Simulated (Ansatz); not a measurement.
# Cs under changes of volume

One of the cells (122.477 Å³/atom); the others are scaled copies at fixed shape and fractional positions:

```
Cs
1.0
    -3.12847    3.12847    3.12847
     3.12847   -3.12847    3.12847
     3.12847    3.12847   -3.12847
Cs
1
Direct
  0.00000 0.00000 0.00000
```

- Program: Ansatz 0.2.0
- Functional: PBE
- Potentials or basis: Ansatz PAW
- Cutoff: 420 eV (not typed: the program's choice for these potentials)
- k mesh: 6 × 6 × 6
- Occupations: fermi-dirac, width 0.05 eV
- Spin: no spin polarisation

```tsv
volume (Å³/atom)	energy over the lowest point (meV/atom)	pressure (GPa)
115.128	0.32	0.0
117.578	0.00	0.0
120.027	0.29	0.0
122.477	1.13	-0.1
124.926	2.48	-0.1
127.376	4.29	-0.1
129.825	?	?
```

Question: What does the run at 129.825 Å³/atom give?

Answer: Energy over the lowest point 6.53 meV/atom; pressure -0.2 GPa.

Worked out: A Birch-Murnaghan fit of order 3 (a polynomial in V^(-2/3)) to the other rows has its minimum at 117.60 Å³/atom with B0 = V·E''(V) = 1.9 GPa and B' = 3.4. It gives 6.52 meV/atom at 129.825 Å³/atom, against the run's 6.53, and -dE/dV = -0.2 GPa, against -0.2.

Energies are extrapolated to zero smearing.
